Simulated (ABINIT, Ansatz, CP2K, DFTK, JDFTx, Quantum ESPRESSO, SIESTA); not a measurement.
## Cost and result for the band gap of C

```cif
data_structure
_symmetry_space_group_name_H-M 'Fd-3m:1'
_symmetry_Int_Tables_number 227
_cell_length_a 3.5667
_cell_length_b 3.5667
_cell_length_c 3.5667
_cell_angle_alpha 90.000
_cell_angle_beta 90.000
_cell_angle_gamma 90.000
_cell_volume 45.37
loop_
_atom_site_label
_atom_site_type_symbol
_atom_site_symmetry_multiplicity
_atom_site_Wyckoff_symbol
_atom_site_fract_x
_atom_site_fract_y
_atom_site_fract_z
_atom_site_occupancy
C1 C 8 a 0.25000 0.25000 0.25000 1
```

| rung | level | program and potentials | cutoff (eV) | k mesh | task | core time | chip | band gap (eV) | notes |
| --- | --- | --- | --- | --- | --- | --- | --- | --- | --- |
| GGA | PBEsol | JDFTx, PseudoDojo-SR-PBEsol-0.4.1-standard with smoothed tails | 1116 | 13 × 13 × 13 | band structure | 4.4 s | Intel Xeon Platinum 8259CL Skylake/Cascade Lake | 4.05 | from the band path |
| GGA | PBEsol | Ansatz, PAW datasets made for the crystal | 540 | 13 × 13 × 13 | band structure | 5 s | Arm Neoverse V1 | 4.02 | - |
| GGA | PBEsol | Ansatz, PAW datasets made for the crystal | 540 | 10 × 10 × 10 | single point | 6.4 s | AMD EPYC Zen 3 | 4.04 | - |
| GGA | revPBE | Quantum ESPRESSO, SG15 PBE 1.2 | 1197 | 13 × 13 × 13 | band structure | 13 s | Arm Neoverse V1 | 4.23 | potentials made for PBE; from the band path |
| GGA | RPBE | Quantum ESPRESSO, SG15 PBE 1.2 | 1197 | 13 × 13 × 13 | band structure | 13 s | Arm Neoverse V1 | 4.25 | potentials made for PBE; from the band path |
| LDA | LDA | Quantum ESPRESSO, SG15 PBE 1.2 | 1197 | 13 × 13 × 13 | band structure | 13 s | Arm Neoverse V1 | 3.94 | potentials made for PBE; from the band path; far from this level's other runs, cause not traced |
| GGA | PBE | ABINIT, PseudoDojo NC SR PBE v0.4.1 standard | 1116 | 13 × 13 × 13 | band structure | 26 s | Arm Neoverse V2 | 4.19 | from the band path |
| COHSEX | COHSEX on PBE | ABINIT, PseudoDojo NC SR PBE v0.4 stringent | 1007 | 6 × 6 × 6 | COHSEX levels | 29 s | Arm Neoverse V1 | 6.33 | coarse mesh; bands, basis or mesh of the many-body step not converged; response cutoff 163 eV, bands 36 |
| GGA | PBE | CP2K, GTH_POTENTIALS C GTH-PADE-q4; DZVP-MOLOPT-SR-GTH basis | - | 13 × 13 × 13 | band structure | 36 s | Arm Neoverse V2 | 4.45 | atomic basis; potentials made for LDA; from the band path |
| GGA | PBE | CP2K, POTENTIAL_UZH C GTH-PBE0-q4; DZVP-MOLOPT-SR-GTH basis | - | 13 × 13 × 13 | band structure | 38 s | Arm Neoverse V2 | 4.26 | atomic basis |
| GGA | PBE | SIESTA, files PseudoDojo sr-pbe-0.4.1-standard, TZP (energy shift 0.003 Ry) | - | 13 × 13 × 13 | band structure | 64 s | Arm Neoverse V2 | 4.26 | atomic basis; from the band path |
| GGA | PBEsol | DFTK, SG15 1.2 (PBE) | 1225 | 13 × 13 × 13 | band structure | 1.9 min | Intel Xeon Skylake/Cascade Lake | 4.00 | potentials made for PBE |
| LDA | LDA | DFTK, SG15 1.2 (PBE) | 1225 | 13 × 13 × 13 | band structure | 2.1 min | Intel Xeon Skylake/Cascade Lake | 3.95 | potentials made for PBE; far from this level's other runs, cause not traced |

Times are single runs on shared hosts and different chips, so they are rough; meshes, cutoffs and the tasks' sizes weigh on the time. All rows: no spin polarisation. Gaps are the least found on the k mesh or the band path, and a mesh can miss the band edges. The cell comes from a database and isn't always the measured one. Meshes differ between rows, which moves values too. All levels ran on this one cell, unrelaxed unless noted. Meshes are those of the run's cell of 2 atoms unless a note names another. Misses use the values as printed. Runs on faulty files, with rough fits or with known faults for this quantity aren't shown. No row holds spin-orbit coupling.

Measured: 5.5 eV (arxiv:1902.02958).

Question: Which of the timed runs without a coarse mesh or an atomic basis is the cheapest that comes within 0.3 eV of the measured band gap?

Answer: None of them does; the nearest misses by -1.25 eV. LDA and GGA gaps fall short mostly because these functionals lack the derivative discontinuity; the runs are for a static lattice, while measurements hold temperature and zero-point motion.
